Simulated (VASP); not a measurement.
A run of VASP 6.6.1:

INCAR

```
PREC = Accurate
ENCUT = 300
EDIFF = 1E-7
ISMEAR = 0
SIGMA = 0.03
LREAL = False
LASPH = True
NELM = 80
ALGO = Normal
ISIF = 2
LWAVE = False
LCHARG = False
GGA = PE
IBRION = 2
NSW = 40
EDIFFG = -0.01
```

Contents of KPOINTS:

```
Automatic mesh
0
Gamma
  4 4 4
```

The input POSCAR:

```
CdTe                                    
1.0
   -0.0000000000      3.3610049442      3.3610049442
    3.3610049442      0.0000000000      3.3610049442
    3.3610049442      3.3610049442     -0.0000000000
  Cd              Te            
     1     1
Direct
     0.0000000000000000    0.0000000000000000    0.0000000000000000
     0.2500000000000000    0.2500000000000000    0.2500000000000000
```

Potentials or basis: VASP PAW PBE potentials, release 64 (Cd, Te).

Command:

```sh
$ cat potpaw_PBE.64/Cd/POTCAR potpaw_PBE.64/Te/POTCAR > POTCAR
$ mpirun -np 1 vasp_std > vasp.out
```

Hardware: 1 thread of Intel(R) Xeon(R) Platinum 8488C (Sapphire Rapids), with other jobs on the host.

Problem. Estimate the wall time of this run.

Solution. It took 5.2 s on 1 thread of Intel(R) Xeon(R) Platinum 8488C (Sapphire Rapids), with other jobs on the host, peak memory 0.14 GiB. Counts: scf iterations 13, k points 8, ion steps 1.
